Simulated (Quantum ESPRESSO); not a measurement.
The system is C.

```xyz
2
Lattice="0.0000 1.7834 1.7834 1.7834 0.0000 1.7834 1.7834 1.7834 0.0000" Properties=species:S:1:pos:R:3 pbc="T T T"
C     2.6751    2.6751    2.6751
C     1.7834    1.7834    1.7834
```

This isn't the form of C at room conditions, which is graphite.

Base run:

| Item | Value |
| --- | --- |
| Program | Quantum ESPRESSO 7.5 |
| Functional | WC |
| Potentials or basis | PseudoDojo 0.4.1 SR PBE standard |
| Cutoff | 1116 eV |
| Density cutoff | 4463 eV |
| k mesh | 14 × 14 × 14, shifted |
| Occupations | fermi-dirac, width 0.05 eV |
| Spin | no spin polarisation |

Its results: pressure -2.4 GPa; electronic dielectric tensor (diagonal) 5.81.

After a change of settings the same cell gave: pressure -3.3 GPa; electronic dielectric tensor (diagonal) 5.81. Which change was it?
A. functional from WC to PBEsol; potentials or basis from PseudoDojo 0.4.1 SR PBE standard to PseudoDojo 0.4.1 SR PBEsol standard
B. functional from WC to LDA; potentials or basis from PseudoDojo 0.4.1 SR PBE standard to PseudoDojo 0.4.1 SR LDA standard
C. functional from WC to AM05
D. functional from WC to BLYP

A.

Caveats: the potentials were made for another functional, which shifts forces and pressure (some runs); the cell is more than 3 GPa from zero pressure, which shifts response properties (some runs).

Runs at the PBE level aren't shown here.
